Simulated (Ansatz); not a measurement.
# The Cs atom: HSE06 and PBE0 beside PBE

Aim: see what exact exchange does to the levels and moments, and what it costs. PBE is run first for comparison.

Method: DFT, plane waves (420 eV) with PBE-made PAW files, scalar-relativistic; functionals as named at each step, in Ansatz 0.2.0.

**1. The system as given**

The box measures 14.0 × 14.4 × 14.8 Å; its three sides differ, so that it imposes no cubic symmetry.

Coordinates:

```
CELL_PARAMETERS angstrom
14.00000 0.00000 0.00000
0.00000 14.40000 0.00000
0.00000 0.00000 14.80000
ATOMIC_POSITIONS crystal
Cs 0.50000 0.50000 0.50000
```

**2. PBE single point**

The run with PBE.

input.yaml reads:

```yaml
crystal:
  lattice:
    - [14.0, 0.0, 0.0]
    - [0.0, 14.4, 0.0]
    - [0.0, 0.0, 14.8]
  atoms:
    - { symbol: Cs, position: [0.5, 0.5, 0.5], spin: 0.987 }
  symmetry: { detect: false, time_reversal: true }
hamiltonian:
  xc: pbe
  pseudopotentials:
    kind: paw
    azcp:
      Cs: "pseudopotentials/Cs.paw.azcp"
basis:
  ecutwfc: 420
  fft_grid_basis: typed
kpoints:
  mp_grid: { grid: [1, 1, 1], shift: [0, 0, 0] }
magnetization:
  spin_polarized: true
scf:
  occupations: { method: fermi_dirac, width: 0.01 }
```

Command:

```bash
$ ansatz run input.yaml --threads 4 --pin off --max-ram 10240MiB --backend cpu --events-out ev --progress --plain --runs-dir out
```

Output, cut to the lines that bear on the results:

```text
Warning: RAYON_NUM_THREADS=4 ignored (pool sized by the plan → 4); use --threads N
[...]
Pseudopotentials: kind: paw
Pseudopotential: Cs, paw, valence charge 9, recommended cutoff 420 eV (normal), <dir>
Functional definition: PBE
[...]
Crystal: 1 atoms, lattice volume = 2983.680 Å³
Basis set: ecut = 420 eV, 58327 PW (Γ)
Bands: 9, of which v1, the nominal top of the filled ones, is band 5 counted from 1 (4 counted from 0)
Symmetry: 1 space group operations
k-points: 1
[...]
Starting moments: Σ|m| = 0.987 μB on 1 of 1 site
[...]
SCF iter   1: F=—  HF=-5669.849537 eV  |F-HF|=—  |Δ(HF+E_count)|=         —  Δρ=2.29e-3 (↑2.29e-3 ↓1.98e-3)  dr2=1.09e-2  dr2_m=1.25e-1  M=0.995 μB ∫|m|=0.995 μB  β_m=0.30  ethr=1.13e-4  ⟨swp⟩=2.0  Hψ=241  notcnv=0
[...]
spin=Collinear: Resta preconditioning applied to the charge; magnetization (m = ρ↑ − ρ↓) channel mixes plain (no charge-response kernel on spin).
[...]
spin-set hold released at iteration 2 (site moments show no strong build): the magnetisation degrees of freedom join the quasi-Newton model from the next iteration; the mixer history was kept
[...]
SCF iter  11: F=-5670.051021 eV  HF=-5670.051021 eV  |F-HF|=5.88e-10  |Δ(HF+E_count)|=   3.88e-8  Δρ=1.33e-8 (↑1.33e-8 ↓9.05e-9)  dr2=3.85e-11  dr2_m=4.86e-13  M=1.000 μB ∫|m|=1.007 μB  ethr=2.85e-12  ⟨swp⟩=3.0  Hψ=39  notcnv=0
[...]
iteration 11: the least curvature of the free energy that was read at this close is 0.523 (0.668 in the run's own bands): not negative
the search or the solves at the SCF's close may have found levels that the self-consistency loop had missed (the run counts none). By its estimate they hold under 1e-12 electrons; where the run keeps them, the occupations were computed again with them
SCF converged after 11 iterations
Magnetization: 1.0000 μB (5.0000 up, 4.0000 down)
Absolute magnetization: 1.0070 μB (∫|ρ↑−ρ↓|, with the PAW one-centre terms)
Spin contamination: 0.0002 ħ² per cell (⟨S²⟩ above its minimum at these occupations)
Per-site moments (μB) at R_I (Å): [(0.9869640999194376, 5.775)]
Free energy (F): -5670.051021 eV
[...]
E sigma→0 (E₀):  -5670.051021 eV
Fermi energy:    -1.717383 eV
[...]
--- Band table (eV) ---
  k-point 0 ↑: bands = ["-26.5155", "-13.3271", "-13.3270", "-13.3267", "-2.0781", "-0.6436", "-0.6340", "-0.6227", "-0.3817"]
[...]
```

It took 9.3 s on 4 threads of Arm Neoverse V1, shared host; peak memory 1.6 GiB.

**3. HSE06**

The run with HSE06.

Changes to input.yaml since step 2:

```diff
@@ -9,3 +9,3 @@
 hamiltonian:
-  xc: pbe
+  xc: hse06
   pseudopotentials:
```

Command:

```bash
$ ansatz run input.yaml --threads 4 --pin off --max-ram 10240MiB --backend cpu --events-out ev --progress --plain --runs-dir out
```

Output, cut to the lines that bear on the results:

```text
Warning: RAYON_NUM_THREADS=4 ignored (pool sized by the plan → 4); use --threads N
[...]
[... 2 set-up lines as earlier in the session ...]
Functional definition: HSE06
[...]
Crystal: 1 atoms, lattice volume = 2983.680 Å³
Basis set: ecut = 420 eV, 58327 PW (Γ)
Bands: 9, of which v1, the nominal top of the filled ones, is band 5 counted from 1 (4 counted from 0)
[... 1 set-up line as earlier in the session ...]
k-points: 1
[...]
Starting moments: Σ|m| = 0.987 μB on 1 of 1 site
[...]
SCF iter   1: F=—  HF=-5669.850493 eV  |F-HF|=—  |Δ(HF+E_count)|=         —  Δρ=2.30e-3 (↑2.30e-3 ↓1.97e-3)  dr2=1.22e-2  dr2_m=1.25e-1  M=0.995 μB ∫|m|=0.995 μB  β_m=0.30  ethr=9.25e-5  ⟨swp⟩=20.0  Hψ=249  notcnv=3  reapply=2
[...]
this state was not tested for a lower state beside it, because the functional holds exact exchange (a hybrid, or Hartree-Fock), whose exchange loop this test does not read (fock_operator); the stability check (scf.self_checks: high) cannot read this state: a pseudopotential is PAW: the [...]
hybrid SCF converged: 2 outer / 6 inner (+10 warm-up), last move |dexx| = 5.14e-8 eV, tail = 1.96e-7 eV
Magnetization: 1.0000 μB (5.0000 up, 4.0000 down)
Absolute magnetization: 1.0073 μB (∫|ρ↑−ρ↓|, with the PAW one-centre terms)
Spin contamination: 0.0002 ħ² per cell (⟨S²⟩ above its minimum at these occupations)
Per-site moments (μB) at R_I (Å): [(0.9864980108966027, 5.775)]
Free energy (F): -5675.011146 eV
Frozen-core exchange: fock
[...]
E sigma→0 (E₀):  -5675.011146 eV
Fermi energy:    -1.647837 eV
[...]
--- Band table (eV) ---
  k-point 0 ↑: bands = ["-28.6352", "-14.4339", "-14.4337", "-14.4334", "-2.1508", "-0.6064"]
[...]
  guard bands above this table: 3 of the run's 9 bands. The solve was not asked for them (output.publish_guard_bands: true or output.eigenvalues: true publishes all)
```

Wall time 15 s (4 threads of Arm Neoverse V1, shared host); peak memory 2.4 GiB.

**4. PBE0**

The run with PBE0.

Changes to input.yaml since step 3:

```diff
@@ -9,3 +9,3 @@
 hamiltonian:
-  xc: hse06
+  xc: pbe0
   pseudopotentials:
```

Command:

```bash
$ ansatz run input.yaml --threads 4 --pin off --max-ram 10240MiB --backend cpu --events-out ev --progress --plain --runs-dir out
```

Output, cut to the lines that bear on the results:

```text
Warning: RAYON_NUM_THREADS=4 ignored (pool sized by the plan → 4); use --threads N
[...]
[... 2 set-up lines as earlier in the session ...]
Functional definition: PBE0
[...]
Crystal: 1 atoms, lattice volume = 2983.680 Å³
Basis set: ecut = 420 eV, 58327 PW (Γ)
Bands: 9, of which v1, the nominal top of the filled ones, is band 5 counted from 1 (4 counted from 0)
[... 1 set-up line as earlier in the session ...]
k-points: 1
[...]
Starting moments: Σ|m| = 0.987 μB on 1 of 1 site
[...]
SCF iter   1: F=—  HF=-5669.850509 eV  |F-HF|=—  |Δ(HF+E_count)|=         —  Δρ=2.30e-3 (↑2.30e-3 ↓1.97e-3)  dr2=1.22e-2  dr2_m=1.25e-1  M=0.995 μB ∫|m|=0.995 μB  β_m=0.30  ethr=9.26e-5  ⟨swp⟩=20.0  Hψ=249  notcnv=3  reapply=2
[...]
this state was not tested for a lower state beside it, because the functional holds exact exchange (a hybrid, or Hartree-Fock), whose exchange loop this test does not read (fock_operator); the stability check (scf.self_checks: high) cannot read this state: a pseudopotential is PAW: the [...]
hybrid SCF converged: 2 outer / 7 inner (+10 warm-up), last move |dexx| = 2.04e-8 eV, tail = 5.22e-8 eV
Magnetization: 1.0000 μB (5.0000 up, 4.0000 down)
Absolute magnetization: 1.0076 μB (∫|ρ↑−ρ↓|, with the PAW one-centre terms)
Spin contamination: 0.0002 ħ² per cell (⟨S²⟩ above its minimum at these occupations)
Per-site moments (μB) at R_I (Å): [(0.9863372111464294, 5.775)]
Free energy (F): -5674.012190 eV
Frozen-core exchange: fock
[...]
E sigma→0 (E₀):  -5674.012190 eV
Fermi energy:    -1.675066 eV
[...]
--- Band table (eV) ---
  k-point 0 ↑: bands = ["-29.0467", "-14.8333", "-14.8330", "-14.8328", "-2.4713", "-0.3439"]
[...]
  guard bands above this table: 3 of the run's 9 bands. The solve was not asked for them (output.publish_guard_bands: true or output.eigenvalues: true publishes all)
```

It took 15 s on 4 threads of Arm Neoverse V1, shared host; peak memory 2.4 GiB.

**5. Side by side**

| functional | gap between levels | Fermi energy (eV) | magnetic state | SCF cycles | exchange loops | CPU time |
| --- | --- | --- | --- | --- | --- | --- |
| PBE | 0.72 eV | -1.717 | total moment 1.00 μB | 11 | - | 35 s |
| HSE06 | 1.01 eV | -1.648 | total moment 1.00 μB | 16 | 2 | 52 s |
| PBE0 | 1.59 eV | -1.675 | total moment 1.00 μB | 17 | 2 | 51 s |

**6. Results**

```
                                   quantity                 value
                                   PBE: gap               0.72 eV
                        PBE: magnetic state  total moment 1.00 μB
                                 HSE06: gap               1.01 eV
                      HSE06: magnetic state  total moment 1.00 μB
          HSE06: SCF cycles, exchange loops                 16, 2
           HSE06: CPU time over that of PBE                   1.5
                                  PBE0: gap               1.59 eV
                       PBE0: magnetic state  total moment 1.00 μB
           PBE0: SCF cycles, exchange loops                 17, 2
            PBE0: CPU time over that of PBE                   1.5
HSE06: above the element's usual form (bcc)          0.68 eV/atom
```

Exact exchange widens the gap from 0.72 eV (PBE) to 1.01 eV (HSE06). The hybrid took 1.5 times as much CPU time as PBE on the same settings. PBE0 gives a gap of 1.59 eV. The exchange operator of HSE06 was renewed in 2 outer loops. The atom lies 0.68 eV above the element's usual form under HSE06 (from a run of its own). Absolute energies differ from functional to functional, by eV per atom at times, and say nothing by themselves.
